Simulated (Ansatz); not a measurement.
# V2NS2 MXene monolayer in a perpendicular field, part 2 of 2

Aim: how the V2NS2 MXene monolayer screens a field along its normal, and what the field does to its bands. A positive field points along +c.

Ansatz 0.2.0; plane-wave DFT, PBE-D3(BJ), Ansatz PAW.

So far. Step 2 (Relaxation): The lattice constant a goes from 2.941 to 3.038 Å.

### 3. Single point, field 0, start network

A sawtooth potential applies the field, turning back in the middle of the vacuum. With the dipole correction the typed value is the field outside the slab. The induced dipole is small, so the SCF threshold is tight.

The cell differs from the one that the last finished run ended in (c 42.589 → 23.234 Å).

input.yaml reads:

```yaml
crystal:
  lattice:
    - [3.0384338234, 0.0, 0.0]
    - [-1.5192169117, 2.6313608788, 0.0]
    - [0.0, 0.0, 23.234450586]
  atoms:
    - { symbol: S, position: [0.3333333333, 0.6666666667, 0.3873558347] }
    - { symbol: V, position: [0.6666666667, 0.3333333333, 0.455226796] }
    - { symbol: "N", position: [0.0, 0.0, 0.5] }
    - { symbol: V, position: [0.3333333333, 0.6666666667, 0.544773204] }
    - { symbol: S, position: [0.6666666667, 0.3333333333, 0.6126441653] }
kpoints:
  mp_grid: { grid: [18, 18, 1] }
  band_path:
    path: [[0, 0, 0], [0.5, 0, 0], [0.33333333, 0.33333333, 0], [0, 0, 0]]
    npoints: 16
hamiltonian:
  xc: pbe
  dispersion: d3bj
scf:
  occupations: { method: fermi_dirac, width: 0.02585 }
  convergence: { dr2_threshold: 1.0e-10 }
efield:
  axis: 3
  dipole_correction: true
  ramp_position: 0.97
  ramp_width: 0.06
  amplitude: 0
output:
  dos: { projected: true, e_range: [-6, 5] }
  write_potential: true
  write_density: true
  volumetric_format: npy
  elf: true
```

Command:

```
$ ansatz run input.yaml --threads 2 --pin off --max-ram 3072MiB --backend cpu --events-out ev --progress --plain --runs-dir out
```

Numbers of over 12 decimals in the logs are rounded to 6 here.

Log:

```text
[...]
Crystal: 5 atoms, lattice volume = 185.764 Å³
Basis set: ecut = 420 eV, 3617 PW (Γ)
Bands: 27, of which v1, the nominal top of the filled ones, is band 22 counted from 1 (21 counted from 0)
Symmetry: 6 space group operations
k-points: 37 of 324 (time reversal used)
[...]
SCF iter   1: F=—  HF=-8019.491653 eV  |F-HF|=—  |Δ(HF+E_count)|=         —  Δρ=5.18e-3  dr2=1.12e-1  ethr=1.77e-3  p=0.000 e·Å  D=8.25e-14 V/Å  ΔV_dip=-0.00 eV  dr2_dipole=1.30e-9  V_vac-E_F(+/−)=5.69/5.69 eV  ⟨swp⟩=9.8  Hψ=6019  notcnv=0
efield: sawtooth ramp at fractional position 0.9700 (set: `efield.ramp_position`, or a place that a band, a saddle search or an elastic batch's reference lends), width 0.0600; the density the first Hamiltonian is built on has a dipole p = 0.000 e·Å; the dipole correction subtracts the counter field D = 8.25e-14 V/Å, which shifts the + side's vacuum level by -0.00 eV against the − side's; the planar-averaged density in the ramp window peaks in size at 1.1e-5 e/Å³
[...]
SCF iter   2: F=—  HF=-8019.487201 eV  |F-HF|=—  |Δ(HF+E_count)|=   4.45e-3  Δρ=3.42e-3  dr2=5.37e-2  ethr=2.61e-4  p=-0.000 e·Å  D=-1.41e-5 V/Å  ΔV_dip=0.00 eV  dr2_dipole=7.26e-9  V_vac-E_F(+/−)=5.08/5.08 eV  ⟨swp⟩=3.1  Hψ=1968  notcnv=0  defer=3
[...]
SCF iter   9: F=-8019.480324 eV  HF=-8019.480324 eV  |F-HF|=1.00e-11  |Δ(HF+E_count)|=  3.17e-10  Δρ=1.06e-7  dr2=1.85e-11  ethr=1.00e-12  p=-0.000 e·Å  D=-7.24e-9 V/Å  ΔV_dip=0.00 eV  dr2_dipole=1.52e-16  V_vac-E_F(+/−)=5.28/5.28 eV  ⟨swp⟩=4.3  Hψ=2957  notcnv=0
SCF 1 converged in 9 iterations: F = -8019.480324 eV  dr2 = 1.85e-11
[...]
NSCF: frozen V_eff on 49 k-points
efield: sawtooth ramp at fractional position 0.9700 (kept from the solve that this one continues, or follows in the run), width 0.0600; the density the first Hamiltonian is built on has a dipole p = -0.000 e·Å; the dipole correction subtracts the counter field D = -7.24e-9 V/Å, which shifts the + side's vacuum level by +0.00 eV against the − side's; the planar-averaged density in the ramp window peaks in size at 2.9e-6 e/Å³
[...]
SCF converged after 9 iterations
Free energy (F): -8019.480324 eV
[...]
Internal energy: -8019.474538 eV  (E = F + TS)
E sigma→0 (E₀):  -8019.477431 eV
Entropy (-TS):   -0.005785 eV (-1.157 meV/atom)
Fermi energy:    1.008790 eV
Dipole field:    D = -0.000000 V/Å  (p = -0.000000 e·Å, saw-weighted, corrected)
Work function:   Φ+ = 5.2843 eV   Φ− = 5.2843 eV
Levels:          The Fermi level and band energies are counted from a zero that moves with the ramp; work functions are not
[...]
--- Band table (eV; the first three rows and the last of 37) ---
  k-point 0: bands = [... 18 lower, -0.2105, -0.2105, 0.4521, 1.2300, 1.2300, 1.5513, 1.5513, 1.9596, ... 1 higher]
  k-point 1: bands = [... 18 lower, -0.3144, -0.3102, 0.3602, 1.2104, 1.2301, 1.5590, 1.6341, 2.0869, ... 1 higher]
  k-point 2: bands = [... 18 lower, -0.6234, -0.4875, 0.1084, 1.1537, 1.1988, 1.5934, 1.8920, 2.3777, ... 1 higher]
  k-point 36: bands = [... 18 lower, -2.4005, -2.4005, 0.8990, 0.8990, 1.0288, 2.2001, 2.2001, 2.5175, ... 1 higher]
```

The job ended after 32 s (2 threads of Intel Xeon at 2.50GHz (Skylake/Cascade Lake), shared host; peak memory 0.54 GiB; 59 s of CPU time).

The column dr2 measures how far the density is from self-consistency, as an energy; F and HF (Harris–Foulkes) agree once it is small.

Numbers from this step:

| Item | Value |
| --- | --- |
| energy at zero smearing | -8019.4774 eV |
| work function, upper face | 5.284 eV |
| dipole along the normal | -2.51e-8 e·Å |

Running mean over a fixed 2.8 Å (it still follows the layers) of the planar mean; the ramp of the sawtooth is left out. The electron's electrostatic potential energy less the Fermi level by z:

z (Å), electron's electrostatic potential energy less the Fermi level (eV) and a bar from the least value:
```
      3.0        5.3 ##############################
      3.5        5.3 ##############################
      4.0        5.3 ##############################
      4.5        5.3 ##############################
      5.0        5.3 ##############################
      5.5        5.3 ##############################
      6.0        5.2 ##############################
      6.5        5.1 ##############################
      7.0        4.4 ############################
      7.5        2.2 #########################
      8.0       -0.4 ####################
      8.5       -2.5 ################
      9.0       -5.1 ###########
      9.5       -7.8 #######
     10.0       -9.4 ####
     10.5      -10.0 ###
     11.0      -10.6 #
     11.5      -11.4 
     12.0      -11.0 #
     12.5      -10.2 ##
     13.0       -9.7 ###
     13.5       -8.7 #####
     14.0       -6.4 #########
     14.5       -3.6 ##############
     15.0       -1.4 ##################
     15.5        1.0 ######################
     16.0        3.5 ###########################
     16.5        4.9 #############################
     17.0        5.2 ##############################
     17.5        5.3 ##############################
     18.0        5.3 ##############################
     18.5        5.3 ##############################
     19.0        5.3 ##############################
     19.5        5.3 ##############################
     20.0        5.3 ##############################
```

The density of states has structure finer than the step of the table below, so its rows give means over 0.25 eV, whole bins alone (the curve runs from -6 to 1.61 eV). Peaks (eV: height): -5.780: 12.7, -3.440: 6.57, 0.700: 9.00, 0.920: 17.1, 1.280: 19.7, 1.360: 9.30, 1.440: 9.60.

Table of density of states by energy, zero at the Fermi level; means over each step:

```csv
energy (eV),density of states (states/eV a cell)
-5.75,5.23
-5.50,1.89
-5.25,1.08
-5.00,4.26
-4.75,2.48
-4.50,1.03
-4.25,1.59
-4.00,3.29
-3.75,3.33
-3.50,2.98
-3.25,3.80
-3.00,4.34
-2.75,3.53
-2.50,3.46
-2.25,4.50
-2.00,2.26
-1.75,1.89
-1.50,3.09
-1.25,2.27
-1.00,2.44
-0.75,0.917
-0.50,1.21
-0.25,2.00
0.00,2.57
0.25,3.17
0.50,3.99
0.75,5.66
1.00,5.99
1.25,7.94
```

Projected DOS per atom over height of the atomic layer and energy from the Fermi level. Layers: S V N V S from below.

Ten even steps from '_' (0.04 states/eV) to '@' (2.84 states/eV), each cell a mean:
```
..%%..%%..
..@@..@@..
__@@..@@__
__++__++__
__--__--__
__::__::__
__..__..__
__::__::__
..::__::..
..::__::..
..::__::..
--::__::--
==..__..==
++..__..++
--..__..--
--..__..--
::..__..::
..______..
::......::
::__..__::
..______..
__::@@::__
```
Columns: height of the atomic layer (Å) from 9 to 14.2 (not evenly spaced); rows upwards: energy from the Fermi level (eV) from -5.96 to 1.6.

Electronic bands along the path, in eV, zero at the Fermi level:

```csv
point,band 18,band 19,band 20,band 21,band 22,band 23,band 24,band 25
Γ,-1.74,-1.22,-1.22,-0.56,0.22,0.22,0.54,0.54
halfway,-2.43,-2.09,-1.80,-1.47,0.00,0.31,0.79,1.23
M,-2.96,-2.26,-2.19,-1.65,0.56,0.65,1.02,1.06
halfway,-3.40,-3.12,-2.95,-1.14,0.41,0.52,0.98,1.26
K,-4.43,-3.41,-3.41,-0.11,-0.11,0.02,1.19,1.19
halfway,-2.86,-2.40,-2.37,-0.94,-0.61,0.72,1.09,1.21
Γ,-1.74,-1.22,-1.22,-0.56,0.22,0.22,0.54,0.54
```

ELF in the ca plane at fractional y = 0.333, with atoms of V and S within 0.2 Å of it. It is the smooth field of the valence electrons, not physical close to the nuclei.

Ten even steps from '0' (0.00) to '9' (0.94), each cell a mean:
```
00000000000000001245552243123113788898631000
00000000000000000011212777312125873699863100
00000000000000000001113777511126840399974100
00000000000000000012322677312125875799863100
00000000000000001345652232132112688888631000
00000000000000014678875212453111255542100000
00000000000000025788876324663111122110000000
00000000000000013678875212453111366653200000
```
Columns run along c (16.0 Å, from fractional 0.08 to 0.77 of the cell), rows up along a (3.0 Å). Atoms in or near the plane, at fractional coordinates: V at (0.46, 0.67), S at (0.61, 0.67).

Electrostatic potential energy in the ca plane at fractional y = 0.333, with atoms of V and S within 0.2 Å of it. With pseudopotentials it is smooth inside the atoms' cores, unlike the true potential.

Values in eV, 5 rows by 16 columns, each cell a mean:
```
  6   6   6   6   6   6   5   1 -20 -18  -1  -3 -24  -5   6   6
  6   6   6   6   6   6   5   1 -26 -25   0  -6 -30 -13   6   6
  6   6   6   6   6   6   4   0 -21 -19  -1  -3 -24  -5   6   6
  6   6   6   6   6   6   2  -6  -2  -3  -7  -7   0   4   6   6
  6   6   6   6   6   6   2  -5  -2  -2  -7  -7   0   4   6   6
```
Columns run along c (16.0 Å, from fractional 0.08 to 0.77 of the cell; values clipped at the 3rd and 97th percentile), rows up along a (3.0 Å). Atoms in or near the plane, at fractional coordinates: V at (0.46, 0.67), S at (0.61, 0.67).

Valence density in the ca plane at fractional y = 0.333, with atoms of V and S within 0.2 Å of it. It is the smooth field of the valence electrons, not physical close to the nuclei.

Ten steps, logarithmic in the rise over the least value, from '0' (0 e/Å³) to '9' (13 e/Å³), each cell a mean:
```
00000000000000112223554222223444321000000000
00000000000000011236897321123444431000000000
00000000000000011237998421123433432000000000
00000000000000011236886321123444431000000000
00000000000000122223443222223344321000000000
00000000000000123332223333332222110000000000
00000000000001233332223333332221100000000000
00000000000000123332223333322222210000000000
```
Columns run along c (16.0 Å, from fractional 0.13 to 0.82 of the cell), rows up along a (3.0 Å). Atoms in or near the plane, at fractional coordinates: V at (0.46, 0.67), S at (0.61, 0.67).

The work function of the upper face is 5.28 eV.

### 4. Single point, field 0.1 V/Å

input.yaml: that of step 3 with these lines changed.

```diff
@@ -25,7 +25,6 @@
   dipole_correction: true
-  ramp_position: 0.97
-  ramp_width: 0.06
-  amplitude: 0
+  ramp_position: 0.9462
+  ramp_width: 0.1076
+  amplitude: 0.1
 output:
-  dos: { projected: true, e_range: [-6, 5] }
   write_potential: true
@@ -33,2 +32 @@
   volumetric_format: npy
-  elf: true
```

Log:

```text
[...]
Crystal: 5 atoms, lattice volume = 185.764 Å³
Basis set: ecut = 420 eV, 3617 PW (Γ)
Bands: 27, of which v1, the nominal top of the filled ones, is band 22 counted from 1 (21 counted from 0)
Symmetry: 6 space group operations
k-points: 37 of 324 (time reversal used)
[...]
k-point 0: bands = [... 18 lower, -0.2108, -0.2108, 0.4518, 1.2297, 1.2297, 1.5509, 1.5509, 1.9593, ... 1 higher]
  k-point 1: bands = [... 18 lower, -0.3147, -0.3105, 0.3599, 1.2101, 1.2298, 1.5587, 1.6337, 2.0865, ... 1 higher]
  k-point 2: bands = [... 18 lower, -0.6237, -0.4878, 0.1081, 1.1533, 1.1985, 1.5931, 1.8917, 2.3774, ... 1 higher]
  k-point 36: bands = [... 18 lower, -2.4114, -2.3901, 0.8973, 0.9000, 1.0284, 2.1994, 2.2001, 2.5171, ... 1 higher]
[key lines of the parts left out:]
SCF converged after 11 iterations
Free energy (F): -8019.481928 eV
Fermi energy:    1.008466 eV
Dipole field:    D = 0.031249 V/Å  (p = 0.032080 e·Å, saw-weighted, corrected)
```

Wall time 38 s (2 threads); peak memory 0.53 GiB.

The dipole is 0.0321 e·Å.

### 5. Atoms held, field -0.1 V/Å

input.yaml: that of step 4 with these lines changed.

```diff
@@ -27,3 +27,3 @@
   ramp_width: 0.1076
-  amplitude: 0.1
+  amplitude: -0.1
 output:
```

Log:

```text
[...]
Crystal: 5 atoms, lattice volume = 185.764 Å³
Basis set: ecut = 420 eV, 3617 PW (Γ)
Bands: 27, of which v1, the nominal top of the filled ones, is band 22 counted from 1 (21 counted from 0)
Symmetry: 6 space group operations
k-points: 37 of 324 (time reversal used)
[...]
k-point 0: bands = [... 18 lower, -0.2108, -0.2108, 0.4518, 1.2297, 1.2297, 1.5509, 1.5509, 1.9593, ... 1 higher]
  k-point 1: bands = [... 18 lower, -0.3147, -0.3105, 0.3599, 1.2101, 1.2298, 1.5587, 1.6337, 2.0865, ... 1 higher]
  k-point 2: bands = [... 18 lower, -0.6237, -0.4878, 0.1081, 1.1533, 1.1985, 1.5931, 1.8917, 2.3774, ... 1 higher]
  k-point 36: bands = [... 18 lower, -2.4114, -2.3901, 0.8973, 0.9000, 1.0284, 2.1994, 2.2001, 2.5171, ... 1 higher]
[key lines of the parts left out:]
SCF converged after 11 iterations
Free energy (F): -8019.481928 eV
Fermi energy:    1.008465 eV
Dipole field:    D = -0.031249 V/Å  (p = -0.032080 e·Å, saw-weighted, corrected)
```

Wall time 40 s (2 threads); peak memory 0.52 GiB.

The dipole is -0.0321 e·Å.

### 6. Response, atoms held

This step: plane-wave DFT, PBE-D3(BJ), Ansatz PAW; response to a field along the normal, atoms held (Ansatz 0.2.0).

The dipoles give the slope, and the difference of two potentials shows where the field is screened.

Numbers from this step:

| Quantity | Value |
| --- | --- |
| equivalent conductor thickness p/(ε₀AE) | 7.261 Å |
| distance between the outer atoms | 5.234 Å |

The dipole of the cell by applied field:

```
applied field (V/Å)  dipole of the cell (e·Å)
            -0.1000                   -0.0321
             0.0000                         0
             0.1000                    0.0321
```

Local field over the applied field, running mean. From the potentials at -0.1 and 0.1 V/Å; running mean over 2.5 Å. Local field over applied field against z:

z (Å), local field over applied field and a bar:
```
      4.5      0.999 ##############################
      5.0      0.997 ##############################
      5.5      0.991 ##############################
      6.0      0.973 #############################
      6.5      0.925 ############################
      7.0      0.822 #########################
      7.5      0.665 ####################
      8.0      0.487 ##############
      8.5      0.304 #########
      9.0      0.156 ####
      9.5      0.070 ##
     10.0      0.031 
     10.5      0.018 
     11.0      0.021 
     11.5      0.022 
     12.0      0.022 
     12.5      0.018 
     13.0      0.022 
     13.5      0.046 #
     14.0      0.109 ###
     14.5      0.227 ######
     15.0      0.400 ############
     15.5      0.583 #################
     16.0      0.753 ######################
     16.5      0.884 ##########################
     17.0      0.956 #############################
     17.5      0.985 ##############################
     18.0      0.995 ##############################
     18.5      0.999 ##############################
     19.0      1.000 ##############################
```

Electrons, planar mean, per unit field. Induced electron density against z:

z (Å), induced electron density (e/Å³ per V/Å) and a bar from the least value:
```
      4.5    0.00000 ##############
      5.0    0.00001 ##############
      5.5    0.00004 ##############
      6.0    0.00012 ###############
      6.5    0.00036 ################
      7.0    0.00099 ##################
      7.5    0.00237 ########################
      8.0    0.00373 ##############################
      8.5    0.00210 #######################
      9.0    0.00111 ###################
      9.5    0.00047 ################
     10.0   -0.00099 ##########
     10.5    0.00081 ##################
     11.0   -0.00016 ##############
     11.5    0.00002 ##############
     12.0   -0.00002 ##############
     12.5   -0.00062 ############
     13.0    0.00062 #################
     13.5    0.00042 ################
     14.0   -0.00117 #########
     14.5   -0.00112 ##########
     15.0   -0.00337 
     15.5   -0.00317 #
     16.0   -0.00154 ########
     16.5   -0.00059 ############
     17.0   -0.00020 #############
     17.5   -0.00006 ##############
     18.0   -0.00002 ##############
     18.5   -0.00001 ##############
     19.0    0.00000 ##############
```

By hand: between -0.1 and 0.1 V/Å the dipole changes by 0.06416 e·Å, a slope of 0.3208 e·Å²/V. A perfect conductor of thickness t has p = ε₀AEt, so t = 180.95 × 0.3208 / 7.995 = 7.26 Å (e/ε₀ = 180.95 V·Å, A in Å²).

The induced dipole is that of a conductor 7.26 Å thick.

### 7. Results

```
gap without field                          : none
work function, upper face                  : 5.28 eV
equivalent conductor thickness, atoms held : 7.26 Å
```

**Reading.** The induced dipole equals that of a perfect conductor 7.26 Å thick, while the outer atoms lie 5.23 Å apart. There is no gap over 0.03 eV, with or without the field. The first relaxation ran with spin and lost its moment, and the later runs have none; other magnetic states were not tried. The MXene's terminations sit over the metal atoms of its far layer; the site over carbon or nitrogen, which some compounds prefer, was not run.

[Logs are printed without paths, hosts, clocks, repeated set-up lines and the standing remarks that a program may print on its own settings, such as how far it seeks lower states.]

[Hosts, paths, dates, database ids (printed as entryN), source tags and the programs' standing remarks are cut or masked in the printed files.]

[Maps of the electrostatic potential energy from Ansatz leave out the sawtooth potential of an applied field or a dipole correction, so their vacuum need not be flat; planar profiles and work functions include it.]

[The density of states shown here was stored with 400 of the rows of the run's finer table, so its peaks can read low, often by over a quarter, or be missed, and its means over a window can be off by a tenth or more.]
